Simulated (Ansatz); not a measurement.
Runs of Ansatz 0.2.0 on HfO2. Symmetry: P4_2/nmc, No. 137, tetragonal system. Conventional cell: a = 3.558 Å, b = 3.558 Å, c = 5.172 Å, α = 90.00°, β = 90.00°, γ = 90.00°. Hf (site symmetry -4m2) has 4 O at 2.05 Å as nearest neighbours. O (site symmetry 2mm) has 2 Hf at 2.05 Å as nearest neighbours. Measurements of this composition are mostly on another form, of space group No. 14.

```csv
potentials or basis,cutoff (eV),gap on the mesh (eV),pressure (GPa),largest force (eV/Å)
PseudoDojo stringent (PBE files),1796,(b),9.2,0.12
Ansatz PAW earlier set,930,4.77,10.1,0.14
Ansatz PAW earlier set,900,4.77,10.1,0.14
PseudoDojo standard (PBE files),1143,4.81,7.4,(c)
SPMS NC,1034,4.81,7.6,0.07
JTH PAW,1380,4.77,(a),0.13
Ansatz NC,1240,4.77,10.0,0.14
```

Alike in all rows: task single point; level PBE; no spin polarisation; cell as given; k mesh 8 × 8 × 5; smearing fermi-dirac 0.05 eV.

**Question.** Fill in the values left out.

**Answer.** (a) 7.3; (b) 4.78; (c) 0.06.

Caveats: odd divisions of the mesh miss points on the zone boundary, where band edges often lie, so the gap on the mesh can be too wide; spin-orbit coupling is left out, which moves the levels of the heavy elements.

A k mesh can miss the band edges, and the runs leave out spin-orbit coupling on Hf.

Not every run made on this cell is shown here.
